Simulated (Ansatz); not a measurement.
CdO (Monteponite): band structure with PBE

Crystal: CdO (Monteponite).

```
Cd O
1.0
     0.00000    2.34950    2.34950
     2.34950    0.00000    2.34950
     2.34950    2.34950    0.00000
Cd O
1 1
Direct
  0.00000 0.00000 0.00000
  0.50000 0.50000 0.50000
```

```yaml
Program: Ansatz 0.2.0
Task: band structure
Functional: PBE
Potentials_or_basis: SSSP precision PAW
Cutoff: 1361 eV
Density_cutoff: 13606 eV
k_mesh: 10 × 10 × 10
Occupations: fermi-dirac, width 0.05 eV
Spin: no spin polarisation
Path: "[[\"G\", \"X\", \"W\", \"K\", \"G\", \"L\", \"U\", \"W\", \"L\", \"K\"], [\"U\", \"X\"]]"
Points_for_each_segment_of_the_path: 14
```

```json
{
  "Pressure": "6.2 GPa",
  "Band gap on the k mesh": "none (metal or under the smearing width)"
}
```

Levels at the corners of the path, in eV from the Fermi level:
| point | band 9 | band 10 | band 11 | band 12 | band 13 | band 14 | band 15 | band 16 | band 17 | band 18 |
| --- | --- | --- | --- | --- | --- | --- | --- | --- | --- | --- |
| Γ | -6.57 | -6.57 | -1.52 | -1.52 | -1.52 | -0.57 | 14.47 | 16.87 | 16.87 | 16.87 |
| X | -6.18 | -5.87 | -4.48 | -2.48 | -2.48 | 3.75 | 8.36 | 11.07 | 13.15 | 13.15 |
| W | -6.18 | -5.97 | -3.15 | -3.15 | -2.03 | 5.86 | 8.76 | 8.76 | 10.59 | 18.38 |
| K | -6.27 | -6.16 | -3.55 | -3.04 | -1.43 | 5.29 | 8.45 | 8.46 | 12.76 | 15.48 |
| Γ | -6.57 | -6.57 | -1.52 | -1.52 | -1.52 | -0.57 | 14.47 | 16.87 | 16.87 | 16.87 |
| L | -6.32 | -6.32 | -3.97 | -0.16 | -0.16 | 4.28 | 7.16 | 11.73 | 11.73 | 17.61 |
| U | -6.27 | -6.16 | -3.55 | -3.04 | -1.43 | 5.29 | 8.45 | 8.46 | 12.76 | 15.48 |
| W | -6.18 | -5.97 | -3.15 | -3.15 | -2.03 | 5.86 | 8.76 | 8.76 | 10.59 | 18.38 |
| L | -6.32 | -6.32 | -3.97 | -0.16 | -0.16 | 4.28 | 7.16 | 11.73 | 11.73 | 17.61 |
| K | -6.27 | -6.16 | -3.55 | -3.04 | -1.43 | 5.29 | 8.45 | 8.46 | 12.76 | 15.48 |
| U | -6.27 | -6.16 | -3.55 | -3.04 | -1.43 | 5.29 | 8.45 | 8.46 | 12.76 | 15.48 |
| X | -6.18 | -5.87 | -4.48 | -2.48 | -2.48 | 3.75 | 8.36 | 11.07 | 13.15 | 13.15 |

Wall time 5.3 s on 2 threads of Intel(R) Xeon(R) Platinum 8559C (Emerald Rapids), on a shared host, peak memory 0.79 GiB.

Caveat: the pressure holds a Pulay correction of +0.4 GPa for the finite cutoff; this crystal is a semiconductor, whose small gap the functional closes, so the metal is an error of the method.
